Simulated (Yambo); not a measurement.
# BeS (F-43m) in Yambo: further runs, part 2 of 2

Yambo 5.3.0. The steps go on from the part before.

### Step 3. Optical spectrum, PBEsol

optics1.in reads:

```
optics
chi
Chimod= "HARTREE"
% BndsRnXd
 1 | 30 |
%
NGsBlkXd= 3 Ry
% LongDrXd
 1 | 0 | 0 |
%
% QpntsRXd
 1 | 1 |
%
% EnRngeXd
 0 | 20 | eV
%
% DmRngeXd
 0.1 | 0.1 | eV
%
ETStpsXd= 200
```

scf.in reads:

```
&CONTROL
  calculation = 'scf'
  prefix = 'pwscf'
  outdir = './tmp'
  pseudo_dir = './pseudo'
/
&SYSTEM
  ibrav = 0
  nat = 2
  ntyp = 2
  ecutwfc = 88
  nbnd = 10
  occupations = 'smearing'
  smearing = 'fd'
  degauss = 0.00367493
  force_symmorphic = .true.
/
&ELECTRONS
  conv_thr = 4d-10
  electron_maxstep = 120
  mixing_beta = 0.5
/
ATOMIC_SPECIES
S     32.0600 S.upf
Be     9.0122 Be.upf
CELL_PARAMETERS angstrom
   0.0000000000    2.4250000000    2.4250000000
   2.4250000000    0.0000000000    2.4250000000
   2.4250000000    2.4250000000    0.0000000000
ATOMIC_POSITIONS crystal
S      0.7500000000    0.7500000000    0.7500000000
Be     0.0000000000    0.0000000000    0.0000000000
K_POINTS automatic
10 10 10 0 0 0
```

nscf.in reads:

```
&CONTROL
  calculation = 'nscf'
  prefix = 'pwscf'
  outdir = './tmp'
  pseudo_dir = './pseudo'
/
&SYSTEM
  ibrav = 0
  nat = 2
  ntyp = 2
  ecutwfc = 88
  nbnd = 85
  occupations = 'fixed'
  force_symmorphic = .true.
/
&ELECTRONS
  conv_thr = 1d-08
  diago_full_acc = .true.
  diago_thr_init = 1d-06
/
ATOMIC_SPECIES
S     32.0600 S.upf
Be     9.0122 Be.upf
CELL_PARAMETERS angstrom
   0.0000000000    2.4250000000    2.4250000000
   2.4250000000    0.0000000000    2.4250000000
   2.4250000000    2.4250000000    0.0000000000
ATOMIC_POSITIONS crystal
S      0.7500000000    0.7500000000    0.7500000000
Be     0.0000000000    0.0000000000    0.0000000000
K_POINTS automatic
6 6 6 0 0 0
```

Potentials or basis: PseudoDojo 0.4.1 SR PBEsol standard.

The run is started by

```bash
> OMP_NUM_THREADS=1 pw.x -in scf.in > scf.out
> OMP_NUM_THREADS=1 pw.x -in nscf.in > nscf.out
> cd tmp/pwscf.save; p2y; mv SAVE ../..; cd ../..
> OMP_NUM_THREADS=1 yambo
> OMP_NUM_THREADS=1 yambo -F optics1.in -J optics1 -C optics1_out
```

Yambo's report:

```text
[... sections 02.01 to 02.04 as in the set-up run ...]

  [02.05] Energies & Occupations
  ==============================

  [X] === General ===
  [X] Electronic Temperature                        :  0.000000  0.000000 [eV K]
  [X] Bosonic    Temperature                        :  0.000000  0.000000 [eV K]
  [X] Finite Temperature mode                       : no
  [X] El. density                                   :  0.35062E+24 [cm-3]
  [X] Fermi Level                                   :  5.496106 [eV]

  [X] === Gaps and Widths ===
  [X] Conduction Band Min                           :  2.930252 [eV]
  [X] Valence Band Max                              :  0.000000 [eV]
  [X] Filled Bands                                  :   5
  [X] Empty Bands                                   :    6   85
  [X] Direct Gap                                    :  5.595184 [eV]
  [X] Direct Gap localized at k                     :  1
  [X] Indirect Gap                                  :  2.930252 [eV]
  [X] Indirect Gap between kpts                     :   1  13
  [X] Last valence band width                       :  3.242514 [eV]
  [X] 1st conduction band width                     :  3.242202 [eV]

 [03] Transferred momenta grid and indexing
 ==========================================

 IBZ Q-points                                      :  16
 BZ  Q-points                                      :  216

 K/Q-points units:
 rlu = crystal or reduced units; cc = cartesian coordinates; iku = interal k-units

 Q [ 1]         [rlu]:  0.000000  0.000000  0.000000
 Q [ 2]         [rlu]:  0.13755E-18  0.13755E-18  0.16667
 Q [ 3]         [rlu]:  0.27509E-18  0.27509E-18  0.33333
 Q [ 4]         [rlu]: -0.90717E-17 -0.90717E-17 -0.50000
 Q [ 5]         [rlu]:  0.12700E-16  0.16667      0.16667
 Q [ 6]         [rlu]:  0.27893E-16  0.16667      0.33333
 Q [ 7]         [rlu]:  0.15300E-16  0.16667      0.50000
 Q [ 8]         [rlu]: -0.90717E-17  0.16667     -0.33333
 Q [ 9]         [rlu]: -0.27509E-18  0.16667     -0.16667
 Q [10]         [rlu]:  0.25399E-16  0.33333      0.33333
 Q [11]         [rlu]: -0.20106E-16  0.33333      0.50000
 Q [12]         [rlu]: -0.55019E-18  0.33333     -0.33333
 Q [13]         [rlu]: -0.48221E-16 -0.50000     -0.50000
 Q [14]         [rlu]:  0.166667  0.333333  0.500000
 Q [15]         [rlu]:  0.166667  0.333333 -0.333333
 Q [16]         [rlu]:  0.166667 -0.500000 -0.333333

 [WARNING] [Xd] User bands 1-30 break level degeneracy

 [04] Dipoles
 ============

  [04.01] Setup: observables and procedures
  =========================================

  [WF-Oscillators/G space/Transverse up loader] Normalization (few states)  min/max  :  0.23836E-16   1.0000

  [WR./optics1//ndb.dipoles]------------------------------------------------------
   Brillouin Zone Q/K grids (IBZ/BZ)                :   16  216   16  216
   RL vectors                                       :   3479 [WF]
   Fragmentation                                    : yes
   Electronic Temperature                           :  0.000000 [K]
   Bosonic    Temperature                           :  0.000000 [K]
   DIP band range                                   :   1  30
   DIP band range limits                            :   5   6
   DIP e/h energy range                             : -1.000000 -1.000000 [eV]
   RL vectors in the sum                            :   3479
   [r,Vnl] included                                 : yes
   Bands ordered                                    : yes
   Direct v evaluation                              : no
   Approach used                                    : G-space v
   Dipoles computed                                 : R V P [G-space]
   Wavefunctions                                    : Perdew, Burke & Ernzerhof SOL(X)+Perdew, Burke & Ernzerhof SOL(C)

  [WARNING] [r,Vnl^pseudo] included in position and velocity dipoles.

  [WARNING] In case H contains other non local terms, these are neglected

 [05] Optics
 ===========

 [X-CG] R(p) Tot o/o(of R):   1589  27000    100
```

o-optics1.eps_q1_inv_rpa_dyson:

```text
# Absorption @ Q(1):   1.00000000      0.00000000      0.00000000    [q->0 direction]
#
# [ X ] Hartree size                              :  27
# [GEN] GF Energies                               : Perdew, Burke & Ernzerhof SOL(X)+Perdew, Burke & Ernzerhof SOL(C)
# [GEN] Green`s Function                          : T-ordered
#
# [GEN] Gauge                                     : Length
# [GEN] [r,Vnl] included                          : yes
#
#    E[1] [eV]          Im(eps)            Re(eps)            Im(eps_o)          Re(eps_o)
#
        0.000000           0.053678           5.278422           0.068786           6.045974
        0.100503           0.053712           5.279211           0.068829           6.046963
        0.201005           0.053814           5.281582           0.068960           6.049932
        0.301508           0.053985           5.285539           0.069179           6.054889
        0.402010           0.054225           5.291094           0.069488           6.061847
        0.502513           0.054535           5.298262           0.069886           6.070826
[... 192 lines left out ...]
        19.89950           0.295431           0.047703           0.206140          -0.049790
        20.00000           0.296439           0.178746           0.276165           0.010884
#
```

It took 48 s on 1 thread of Arm Neoverse V1, shared host; peak memory 0.3 GiB.

What came out:

- Band gap on the k mesh, mean-field level: 2.93 eV, indirect (least direct gap 5.60 eV)
- Electronic dielectric constant along the field: 5.28
- Electronic dielectric constant along the field, independent particles: 6.05

Dielectric function (along the field direction of the input):
```csv
energy (eV),real part,imaginary part
0.30,5.29,0.05
1.31,5.42,0.06
2.31,5.75,0.08
3.32,6.41,0.12
4.42,8.04,0.25
5.43,13.88,2.01
6.43,11.03,13.86
7.54,-1.91,9.80
8.54,0.35,5.44
9.55,1.92,8.28
10.65,-3.16,1.40
11.66,-1.61,1.06
12.66,-0.55,1.14
13.77,-1.07,1.31
14.77,-0.81,0.86
15.78,-1.06,1.10
16.88,-0.18,0.61
17.89,-0.37,0.51
18.89,0.08,0.82
20.00,0.18,0.30
```

Caveat: spectra need much finer meshes, so this one isn't converged; these spectra lack excitons.

### Step 4. Optical spectrum by the Bethe-Salpeter equation, PBEsol

bse2.in reads:

```
optics
bse
bss
rim_cut
em1s
RandQpts= 1000000
RandGvec= 50 RL
Chimod= "HARTREE"
% BndsRnXs
 1 | 30 |
%
NGsBlkXs= 5 Ry
% LongDrXs
 1 | 0 | 0 |
%
BSKmod= "SEX"
BSEmod= "retarded"
BSSmod= "d"
% BSEQptR
 1 | 1 |
%
% BSEBands
 4 | 7 |
%
BSENGexx= 20 Ry
BSENGBlk= 5 Ry
% BEnRange
 0 | 20 | eV
%
% BDmRange
 0.1 | 0.1 | eV
%
BEnSteps= 200
% BLongDir
 1 | 0 | 0 |
%
BSEprop= "abs"
WRbsWF
% KfnQP_E
 1.52 | 1.0 | 1.0 |
%
```

scf.in is that of step 3.

nscf.in is that of step 3.

Potentials or basis: PseudoDojo 0.4.1 SR PBEsol standard.

The run is started by

```bash
> OMP_NUM_THREADS=1 pw.x -in scf.in > scf.out
> OMP_NUM_THREADS=1 pw.x -in nscf.in > nscf.out
> cd tmp/pwscf.save; p2y; mv SAVE ../..; cd ../..
> OMP_NUM_THREADS=1 yambo
> mkdir -p bse2; ln -s $PWD/g0w00/ndb.RIM bse2/
> OMP_NUM_THREADS=1 yambo -F bse2.in -J bse2 -C bse2_out
> OMP_NUM_THREADS=1 ypp -J bse2 -C bse2_out -e s -b 1
```

Yambo's report:

```text
[... sections 02.01 to 02.04 as in the set-up run ...]

  [02.05] Energies & Occupations
  ==============================

  [X] === General ===
  [X] Electronic Temperature                        :  0.000000  0.000000 [eV K]
  [X] Bosonic    Temperature                        :  0.000000  0.000000 [eV K]
  [X] Finite Temperature mode                       : no
  [X] El. density                                   :  0.35062E+24 [cm-3]
  [X] Fermi Level                                   :  5.496106 [eV]

  [X] === Gaps and Widths ===
  [X] Conduction Band Min                           :  2.930252 [eV]
  [X] Valence Band Max                              :  0.000000 [eV]
  [X] Filled Bands                                  :   5
  [X] Empty Bands                                   :    6   85
  [X] Direct Gap                                    :  5.595184 [eV]
  [X] Direct Gap localized at k                     :  1
  [X] Indirect Gap                                  :  2.930252 [eV]
  [X] Indirect Gap between kpts                     :   1  13
  [X] Last valence band width                       :  3.242514 [eV]
[... 316 lines left out ...]
    [K] Correlation                                  : yes [res]
    [K] Kernel`s coupling                            : no
    [K] Exchange                                     : no [cpl]
    [K] Correlation                                  : no [cpl]
    [K] W interaction is bare                        : no
    [K] ALDA kernel in R-space                       : no
    [K] RL vectors                                   :  307 [exchange]
    [K] RL vectors                                   :   51 [correlation]
    [K] E/h energy range                             : -1.000000 -1.000000 [eV]
    [K] Coupling range                               :  100.0000  100.0000 [o/o]
    [W] Interaction is diagonal                      : no
    [W] Matrix size                                  :   51
    [W] Bands                                        :   1  30
    [W] e/h energy range                             : -1.000000 -1.000000 [eV]
    [W] Poles                                        :  100.0000 [o/o]
    [W] RL vectors in the sum                        :   3479
    [W] [r,Vnl] included                             : yes
    [W] Field direction                              :  0.100000E-4   0.00000      0.00000
    [W] Coulomb Cutoff                               : none
    [W] Hxc Kernel                                   : HARTREE
    [RIM] RL components                              :   51 [col]
    [RIM] Random points                              :  1000000 [col]
    [SOC] Perturbative SOC                           : no
    [K] Kernel long-range exchange                   : BAR
    [BSS] Eigenstates included                       : yes
    [BSS] Field direction                            :  0.100000E-4   0.00000      0.00000
    [BSS] Eigenstates computed                       :   864
    [BSS] Number of BSE matrices                     :  1
```

o-bse2.eps_q1_diago_bse:

```text
# Absorption @ Q(1):   1.00000000      0.00000000      0.00000000    [q->0 direction]
#
[... 52 lines left out ...]
#
        0.000000           0.000000           4.539545           0.000000           4.109795
        0.100503           0.001320           4.540208           0.890370E-3        4.110242
        0.201005           0.002642           4.542197           0.001782           4.111584
        0.301508           0.003971           4.545517           0.002678           4.113824
        0.402010           0.005310           4.550176           0.003578           4.116965
        0.502513           0.006661           4.556186           0.004484           4.121013
[... 192 lines left out ...]
        19.89950           0.007551           0.378038           0.009516           0.256888
        20.00000           0.007406           0.385553           0.009320           0.266351
#
```

It took 2.1 min on 1 thread of Arm Neoverse V1, shared host; peak memory 0.31 GiB.

Results:

```
Band gap on the k mesh, mean-field level : 2.93 eV, indirect (least direct gap 5.60 eV)
Exciton binding energy                   : 0.43 eV
Lowest exciton energy                    : 6.68 eV
Lowest bright exciton energy             : 6.68 eV
```

Dielectric function (along the field direction of the input):
| energy (eV) | real part | imaginary part |
| --- | --- | --- |
| 0.30 | 4.55 | 0.00 |
| 0.80 | 4.58 | 0.01 |
| 1.31 | 4.66 | 0.02 |
| 1.81 | 4.77 | 0.03 |
| 2.31 | 4.93 | 0.04 |
| 2.81 | 5.15 | 0.05 |
| 3.32 | 5.46 | 0.07 |
| 3.82 | 5.88 | 0.10 |
| 4.32 | 6.48 | 0.14 |
| 4.82 | 7.38 | 0.22 |
| 5.33 | 8.84 | 0.39 |
| 5.83 | 11.69 | 0.85 |
| 6.33 | 19.95 | 3.66 |
| 6.83 | -2.45 | 31.39 |
| 7.34 | -11.99 | 19.48 |
| 7.84 | -8.92 | 7.72 |
| 8.34 | -4.62 | 2.96 |
| 8.84 | -4.89 | 3.87 |
| 9.35 | -1.04 | 2.49 |
| 9.85 | -2.05 | 3.68 |
| 10.35 | -0.66 | 2.96 |
| 10.85 | -4.03 | 1.87 |
| 11.36 | -3.22 | 0.45 |
| 11.86 | -2.11 | 0.19 |
| 12.36 | -1.57 | 0.10 |
| 12.86 | -1.16 | 0.07 |
| 13.37 | -0.87 | 0.05 |
| 13.87 | -0.63 | 0.05 |
| 14.37 | -0.55 | 0.08 |
| 14.87 | -0.36 | 0.03 |
| 15.38 | -0.22 | 0.02 |
| 15.88 | -0.11 | 0.02 |
| 16.38 | -0.02 | 0.02 |
| 16.88 | 0.06 | 0.01 |
| 17.39 | 0.13 | 0.01 |
| 17.89 | 0.19 | 0.01 |
| 18.39 | 0.24 | 0.01 |
| 18.89 | 0.29 | 0.01 |
| 19.40 | 0.34 | 0.01 |
| 20.00 | 0.39 | 0.01 |

Lowest exciton energies (eV): 6.68, 6.69, 6.69, 6.69, 6.70, 6.70, 6.71, 6.72

Excitons:
| energy (eV) | strength (relative to the strongest) |
| --- | --- |
| 6.681 | 0.24 |
| 6.686 | 0.65 |
| 6.690 | 0.24 |
| 6.693 | 0.25 |
| 6.696 | 0.011 |
| 6.696 | 0.026 |
| 6.710 | 0.0025 |
| 6.718 | 0.01 |
| 6.725 | 0.00026 |
| 6.737 | 0.012 |
| 6.824 | 0.025 |
| 6.829 | 0.34 |

Caveat: the scissor is the correction of the direct gap in an earlier G0W0 run on the same states; exciton energies and binding change strongly with the k mesh and aren't converged on this one; spectra need much finer meshes, so this one isn't converged. A k mesh can miss the band edges.

### Step 5. G0W0 quasiparticle levels, PBEsol, non-collinear spin, zero start, spin-orbit coupling

g0w00.in reads:

```
gw0
dyson
el_el_corr
rim_cut
HF_and_locXC
ppa
em1d
RandQpts= 1000000
RandGvec= 50 RL
EXXRLvcs= 88 Ry
VXCRLvcs= 88 Ry
Chimod= "HARTREE"
% BndsRnXp
 1 | 170 |
%
NGsBlkXp= 6 Ry
% LongDrXp
 1 | 1 | 1 |
%
PPAPntXp= 27.21138 eV
% GbndRnge
 1 | 170 |
%
GTermKind= "BG"
DysSolver= "n"
ExtendOut
% QPkrange
 1 | 1 | 7 | 14 |
 13 | 13 | 7 | 14 |
%
```

scf.in, as its differences from that of step 4:

```diff
@@ -11,3 +11,3 @@
   ecutwfc = 88
-  nbnd = 10
+  nbnd = 20
   occupations = 'smearing'
@@ -15,2 +15,4 @@
   degauss = 0.00367493
+  noncolin = .true.
+  lspinorb = .true.
   force_symmorphic = .true.
```

nscf.in, as its differences from that of step 4:

```diff
@@ -11,4 +11,6 @@
   ecutwfc = 88
-  nbnd = 85
+  nbnd = 170
   occupations = 'fixed'
+  noncolin = .true.
+  lspinorb = .true.
   force_symmorphic = .true.
```

Potentials or basis: PseudoDojo 0.4 FR PBEsol standard.

The run is started by

```bash
> OMP_NUM_THREADS=1 pw.x -in scf.in > scf.out
> OMP_NUM_THREADS=1 pw.x -in nscf.in > nscf.out
> cd tmp/pwscf.save; p2y; mv SAVE ../..; cd ../..
> OMP_NUM_THREADS=1 yambo
> OMP_NUM_THREADS=1 yambo -F g0w00.in -J g0w00 -C g0w00_out
```

Yambo's report:

```text
[... sections 02.01 to 02.04 as in the set-up run ...]

  [02.05] Energies & Occupations
  ==============================

  [X] === General ===
  [X] Electronic Temperature                        :  0.000000  0.000000 [eV K]
  [X] Bosonic    Temperature                        :  0.000000  0.000000 [eV K]
  [X] Finite Temperature mode                       : no
  [X] El. density                                   :  0.35062E+24 [cm-3]
  [X] Fermi Level                                   :  5.529947 [eV]

  [X] === Gaps and Widths ===
  [X] Conduction Band Min                           :  2.897259 [eV]
  [X] Valence Band Max                              :  0.000000 [eV]
  [X] Filled Bands                                  :  10
  [X] Empty Bands                                   :   11  170
  [X] Direct Gap                                    :  5.557947 [eV]
  [X] Direct Gap localized at k                     :  1
  [X] Indirect Gap                                  :  2.897259 [eV]
[... 327 lines left out ...]
   GW approximation                                 : PPA
   PPA imaginary Energy                             :  27.21138 ev
   RIM G`s                                          :   51
   RIM random pts                                   :  1000000
   dS/dw steps                                      :  2
   dS/dw step                                       :  0.100000 ev
   X G`s                                            :   65 used
   X G`s                                            :   65 disk
   X bands                                          :    1  170
   X poles                                          :  100.0000 o/o
   X e/h E range                                    : -1.000000 -1.000000 ev
   X Hxc Kernel                                     : HARTREE
   X BZ energy Double Grid                          : no
   X Optical Averaged directions                    : none
   Sc/G bands                                       :    1  170
   Sc/G damping                                     :  0.100000 ev
   Sc bands terminator                              : yes
   Sc terminator kind                               : BG
   Sc Terminator pole                               :  40.81708
   Sx RL components                                 :  2741

   QP @ state[ 1 ] K range                          :  1  1
   QP @ state[ 1 ] b range                          :   7  14
   QP @ state[ 2 ] K range                          :  13  13
   QP @ state[ 2 ] b range                          :   7  14
   GF energies kind                                 : Perdew, Burke & Ernzerhof SOL(X)+Perdew, Burke & Ernzerhof SOL(C)
   GF WF`s kind                                     : Perdew, Burke & Ernzerhof SOL(X)+Perdew, Burke & Ernzerhof SOL(C)
   Xs energies kind                                 : Perdew, Burke & Ernzerhof SOL(X)+Perdew, Burke & Ernzerhof SOL(C)
   Xs WF`s kind                                     : Perdew, Burke & Ernzerhof SOL(X)+Perdew, Burke & Ernzerhof SOL(C)
```

Run time: 32 min. Hardware: 1 thread of Arm Neoverse V1, shared host; peak memory 1 GiB.

Results:

* Band gap on the k mesh, mean-field level: 2.90 eV, indirect (least direct gap 5.56 eV)
* Quasiparticle gap: 4.28 eV
* Least direct quasiparticle gap: 7.10 eV
* Quasiparticle gap at Γ: 7.34 eV
* Band gap of the same states before the correction: 2.90 eV

Quasiparticle terms (eV):
```csv
k point,band,Kohn-Sham level,Vxc,Σx,Σc,Z,result
"(0.000, 0.000, 0.000)",7,0.00,-13.58,-16.50,1.54,0.80,-1.10
"(0.000, 0.000, 0.000)",8,0.00,-13.58,-16.50,1.54,0.80,-1.11
"(0.000, 0.000, 0.000)",9,0.00,-13.58,-16.50,1.54,0.80,-1.10
"(0.000, 0.000, 0.000)",10,0.00,-13.58,-16.50,1.55,0.80,-1.10
"(0.000, 0.000, 0.000)",11,5.56,-11.03,-5.89,-4.29,0.81,6.25
"(0.000, 0.000, 0.000)",12,5.56,-11.03,-5.89,-4.29,0.81,6.25
"(0.000, 0.000, 0.000)",13,5.56,-11.03,-5.89,-4.29,0.81,6.25
"(0.000, 0.000, 0.000)",14,5.56,-11.03,-5.89,-4.29,0.81,6.25
"(0.000, -0.500, -0.500)",7,-2.72,-12.49,-16.37,2.31,0.79,-3.96
"(0.000, -0.500, -0.500)",8,-2.72,-12.49,-16.37,2.31,0.79,-3.96
"(0.000, -0.500, -0.500)",9,-2.68,-12.48,-16.33,2.29,0.79,-3.91
"(0.000, -0.500, -0.500)",10,-2.68,-12.48,-16.33,2.29,0.79,-3.91
"(0.000, -0.500, -0.500)",11,2.90,-9.33,-5.22,-3.76,0.83,3.19
"(0.000, -0.500, -0.500)",12,2.90,-9.33,-5.22,-3.76,0.83,3.19
"(0.000, -0.500, -0.500)",13,4.76,-10.47,-5.82,-4.03,0.82,5.27
"(0.000, -0.500, -0.500)",14,4.76,-10.47,-5.82,-4.03,0.82,5.27
```

Caveat: the optical matrix elements of this version leave out the spin-flip part of the nonlocal potential, a small error; this version prints the column dSc/dw multiplied by 27.2; the terminator is approximate in this version, by hundredths of an eV.
